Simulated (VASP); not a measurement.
Computed with PBE GGA, VASP's PBE PAW potentials (set 64) (plane waves; VASP).

VASP ran on this input.

POSCAR:
```
LiI
1
    0.0000000000     3.0100000000     3.0100000000
    3.0100000000     0.0000000000     3.0100000000
    3.0100000000     3.0100000000     0.0000000000
Li I
1 1
Direct
 -0.0083056478   0.0083056478  -0.0083056478
  0.5000000000   0.5000000000   0.5000000000
```

**INCAR**
```
! general
SYSTEM  = LiI
PREC    = Accurate
ENCUT   = 600   ! plane-wave cut-off (eV)
LREAL   = .FALSE.   ! projection in real space or not
LASPH   = .TRUE.   ! aspherical one-centre terms

! electronic loop
EDIFF   = 1E-7   ! SCF stop (eV)
NELM    = 100   ! most electronic steps
ALGO    = Normal
LMAXMIX = 4   ! l cut-off of mixed one-centre charges

! smearing
ISMEAR  = 0   ! Gaussian
SIGMA   = 0.05   ! width (eV)

! functional
GGA     = PE   ! PBE

! ions
ISIF    = 2   ! forces and stress, cell fixed

! output
LWAVE   = .FALSE.
LCHARG  = .FALSE.
```

### KPOINTS
```
Automatic mesh
0
Gamma
8 8 8
0 0 0
```

POTCAR, in this order: Li_sv I (PBE.64 set). Program: vasp_std.

The run wrote:

### OUTCAR
```
 ion  position               nearest neighbor table
   1  0.992  0.008  0.992-   2 2.96   2 3.01   2 3.01   2 3.01   2 3.01   2 3.06
   2  0.500  0.500  0.500-   1 2.96   1 3.01   1 3.01   1 3.01   1 3.01   1 3.06
  LATTYP: Found a face centered cubic cell.
 ALAT       =     6.0200000000
 Subroutine PRICEL returns:
 Original cell was already a primitive cell.
 Subroutine GETGRP returns: Found  8 space group operations
The static configuration has the point symmetry C_4v.
The dynamic configuration has the point symmetry C_4v.
 Subroutine INISYM returns: Found  8 space group operations
 Subroutine IBZKPT returns following result:
 Found     59 irreducible k-points:

 Following reciprocal coordinates:
            Coordinates               Weight
  0.000000  0.000000  0.000000      1.000000
  0.125000  0.000000  0.000000      8.000000
  0.250000  0.000000  0.000000      8.000000
  0.375000  0.000000  0.000000      8.000000
  0.500000  0.000000  0.000000      4.000000
  0.125000  0.125000  0.000000      4.000000
  0.125000  0.000000  0.125000      2.000000
  0.250000  0.125000  0.000000     16.000000
  0.125000  0.000000  0.250000      8.000000
  0.375000  0.125000  0.000000     16.000000
  0.125000  0.000000  0.375000      8.000000
  0.500000  0.125000  0.000000     16.000000
  0.125000  0.000000  0.500000      8.000000
 -0.375000  0.125000  0.000000     16.000000
  0.125000  0.000000 -0.375000      8.000000
 -0.250000  0.125000  0.000000     16.000000
  0.125000  0.000000 -0.250000      8.000000
 -0.125000  0.125000  0.000000      8.000000
  0.125000  0.000000 -0.125000      4.000000
  0.250000  0.250000  0.000000      4.000000
  0.250000  0.000000  0.250000      2.000000
  0.375000  0.250000  0.000000     16.000000
  0.250000  0.000000  0.375000      8.000000
  0.500000  0.250000  0.000000     16.000000
  0.250000  0.000000  0.500000      8.000000
 -0.375000  0.250000  0.000000     16.000000
  0.250000  0.000000 -0.375000      8.000000
 -0.250000  0.250000  0.000000      8.000000
  0.250000  0.000000 -0.250000      4.000000
  0.375000  0.375000  0.000000      4.000000
  0.375000  0.000000  0.375000      2.000000
  0.500000  0.375000  0.000000     16.000000
  0.375000  0.000000  0.500000      8.000000
 -0.375000  0.375000  0.000000      8.000000
  0.375000  0.000000 -0.375000      4.000000
  0.500000  0.500000  0.000000      2.000000
  0.500000  0.000000  0.500000      1.000000
  0.375000  0.250000  0.125000      8.000000
  0.125000  0.375000  0.250000      8.000000
  0.250000  0.125000  0.375000      8.000000
   k-points           NKPTS =     59   k-points in BZ     NKDIM =     59   number of bands    NBANDS=      9
   number of dos      NEDOS =    301   number of ions     NIONS =      2
   total plane-waves  NPLWV =  46656
   dimension x,y,z NGX =    36 NGY =   36 NGZ =   36
   dimension x,y,z NGXF=    72 NGYF=   72 NGZF=   72
   ions per type =               1   1
   PREC   = accura    normal or accurate (medium, high low for compatibility)
   ISTART =      0    job   : 0-new  1-cont  2-samecut
   ICHARG =      2    charge: 1-file 2-atom 10-const
   ISPIN  =      1    spin polarized calculation?
   LNONCOLLINEAR =      F non collinear calculations
   LSORBIT =      F    spin-orbit coupling
   INIWAV =      1    electr: 0-lowe 1-rand  2-diag
   ENCUT  =  600.0 eV  44.10 Ry    6.64 a.u.   8.50  8.50  8.50*2*pi/ulx,y,z
   NELM   =    100;   NELMIN=  2; NELMDL= -5     # of ELM steps
   EDIFF  = 0.1E-06   stopping-criterion for ELM
   LREAL  =      F    real-space projection
   NLSPLINE    = F    spline interpolate recip. space projectors
   LMAXMIX     =    4 max onsite mixed and CHGCAR
...
```

### OSZICAR
```
       N       E                     dE             d eps       ncg     rms          rms(c)
DAV:   1     0.395961988055E+02    0.39596E+02   -0.39249E+03  1062   0.107E+03
DAV:   2    -0.362238467458E+01   -0.43219E+02   -0.41489E+02  1395   0.140E+02
DAV:   3    -0.575943376185E+01   -0.21370E+01   -0.21351E+01  1420   0.362E+01
DAV:   4    -0.583383149916E+01   -0.74398E-01   -0.74335E-01  1612   0.690E+00
DAV:   5    -0.583494578546E+01   -0.11143E-02   -0.11142E-02  1427   0.826E-01    0.216E+00
DAV:   6    -0.582511496775E+01    0.98308E-02   -0.24428E-02  1412   0.914E-01    0.141E+00
DAV:   7    -0.582891281759E+01   -0.37978E-02   -0.30587E-02  1287   0.113E+00    0.322E-01
DAV:   8    -0.582977319098E+01   -0.86037E-03   -0.36934E-03  1199   0.447E-01    0.753E-02
DAV:   9    -0.582978324939E+01   -0.10058E-04   -0.10274E-04  1451   0.923E-02    0.728E-02
DAV:  10    -0.582977133131E+01    0.11918E-04   -0.97910E-06  1266   0.223E-02    0.467E-02
DAV:  11    -0.582980187888E+01   -0.30548E-04   -0.57942E-05  1133   0.625E-02    0.361E-02
DAV:  12    -0.582980358930E+01   -0.17104E-05   -0.18360E-06  1504   0.129E-02    0.185E-02
DAV:  13    -0.582980511249E+01   -0.15232E-05   -0.75018E-07  1194   0.590E-03    0.194E-03
DAV:  14    -0.582980457726E+01    0.53522E-06   -0.83280E-08  1000   0.261E-03    0.485E-04
DAV:  15    -0.582980449953E+01    0.77730E-07   -0.66401E-09   606   0.823E-04
   1 F= -.58298045E+01 E0= -.58298045E+01  d E =-.508953E-23
```

OUTCAR:
```
------------------------ aborting loop because EDIFF is reached ----------------------------------------
  FORCE on cell =-STRESS in cart. coord.  units (eV):
  Direction    XX          YY          ZZ          XY          YZ          ZX
  --------------------------------------------------------------------------------------
  Total       -0.0159003      0.0003325     -0.0159003      0.0000000      0.0000000     -0.0000000
  in kB       -0.4670738      0.0097671     -0.4670738      0.0000000      0.0000000     -0.0000000
  external PRESSURE =      -0.3081268 kB  Pullay stress =       0.0000000 kB
  volume of cell :       54.54
      direct lattice vectors                 reciprocal lattice vectors
     0.000000000  3.010000000  3.010000000    -0.166112957  0.166112957  0.166112957
     3.010000000  0.000000000  3.010000000     0.166112957 -0.166112957  0.166112957
     3.010000000  3.010000000  0.000000000     0.166112957  0.166112957 -0.166112957
 POSITION                                       TOTAL-FORCE (eV/Angst)
 -----------------------------------------------------------------------------------
      3.01000      5.97000      3.01000         0.000000      0.017368      0.000000
      3.01000      3.01000      3.01000         0.000000     -0.017368      0.000000
 -----------------------------------------------------------------------------------
    total drift:                               -0.000001      0.000085     -0.000001
  FREE ENERGIE OF THE ION-ELECTRON SYSTEM (eV)
  ---------------------------------------------------
  free  energy   TOTEN  =        -5.8298044995 eV

  energy  without entropy=       -5.8298044995  energy(sigma->0) =       -5.82980450
```
(Selected blocks of OUTCAR.)

File OUTCAR:
```
 val. band max:        2.0838973103   @ k =   0.1250   0.0000  -0.1250

 cond. band min:       6.3409945675   @ k =   0.0000   0.0000   0.0000


 Fermi energy:         2.4237798793

 k-point     1 :       0.0000    0.0000    0.0000
  band No.  band energies     occupation
      1     -43.2911      2.00000
      2      -9.5462      2.00000
      3       2.0794      2.00000
      4       2.0818      2.00000
      5       2.0818      2.00000
      6       6.3410      0.00000
      7      10.3505      0.00000
      8      10.3505      0.00000
      9      10.3628      0.00000

 k-point     2 :       0.1250    0.0000    0.0000
  band No.  band energies     occupation
      1     -43.2910      2.00000
      2      -9.4785      2.00000
      3       1.4652      2.00000
      4       2.0359      2.00000
      5       2.0376      2.00000
      6       6.8351      0.00000
      7       9.8496      0.00000
      8      10.1903      0.00000
      9      10.2034      0.00000

 k-point     3 :       0.2500    0.0000    0.0000
  band No.  band energies     occupation
      1     -43.2909      2.00000
      2      -9.3050      2.00000
      3       0.3503      2.00000
      4       1.9360      2.00000
      5       1.9378      2.00000
      6       7.1071      0.00000
      7       9.2136      0.00000
      8       9.2189      0.00000
      9      10.2506      0.00000

 k-point     4 :       0.3750    0.0000    0.0000
  band No.  band energies     occupation
      1     -43.2908      2.00000
      2      -9.1147      2.00000
      3      -0.5364      2.00000
      4       1.8450      2.00000
      5       1.8468      2.00000
      6       6.8176      0.00000
      7       8.5253      0.00000
      8       8.5289      0.00000
      9      11.5027      0.00000

 k-point     5 :       0.5000    0.0000    0.0000
  band No.  band energies     occupation
      1     -43.2907      2.00000
      2      -9.0300      2.00000
      3      -0.8691      2.00000
...
```

Unless said otherwise, spin-orbit coupling is left out, though it shifts the bands of the heavy elements here.

The compound is LiI in the rock salt structure. This cell was strained or had an atom moved on purpose.
